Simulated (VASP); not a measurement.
Input of a VASP 6.6.1 run:

INCAR

```
SYSTEM = Ni
  PREC = Accurate
  ENCUT = 520
  EDIFF = 1E-7
  ISMEAR = 0
  SIGMA = 0.1
  LREAL = .FALSE.
  LASPH = .TRUE.
  NELM = 100
  ALGO = Normal
  ISIF = 3
  LWAVE = .FALSE.
  LCHARG = .FALSE.
  ISPIN = 2
  MAGMOM = 0.8
  LORBIT = 11
  LMAXMIX = 4
  GGA = PE
  IVDW = 12
  IBRION = 2
  NSW = 80
  EDIFFG = -0.002
```

The input KPOINTS:

```
regular mesh
0
G
  20 20 20
  0 0 0
```

File POSCAR:

```
Ni
1.0
    0.0000000000      1.7619350000      1.7619350000
    1.7619350000      0.0000000000      1.7619350000
    1.7619350000      1.7619350000      0.0000000000
Ni
1
Direct
    0.0000000000      0.0000000000      0.0000000000
```

Potentials or basis: VASP PAW PBE potentials, release 64 (Ni).

Launch:

```console
$ cat potpaw_PBE.64/Ni/POTCAR > POTCAR
$ mpirun -np 1 vasp_std > vasp.out
```

Question: What does it give for the dispersion energy per atom?

Answer: -0.479 eV.

Question: Predict the net moment.

Answer: 0.62 μB per cell.

Question: Estimate the relaxed volume.

Answer: 10.51 Å³/atom.

Question: What does it give for the band gap on the k mesh?

Answer: None (metal or under the smearing width).

Step by step:
| step | energy change (eV) | largest force (eV/Å) | pressure (GPa) | volume (Å³) |
| --- | --- | --- | --- | --- |
| 1 | 0.0000 | 0.0000 | -7.81 | 10.94 |
| 2 | -0.0001 | 0.0000 | 9.12 | 10.12 |
| 3 | -0.0109 | 0.0000 | 0.00 | 10.51 |

Caveat: pairwise dispersion overbinds metals, which lowers pressure and volume.
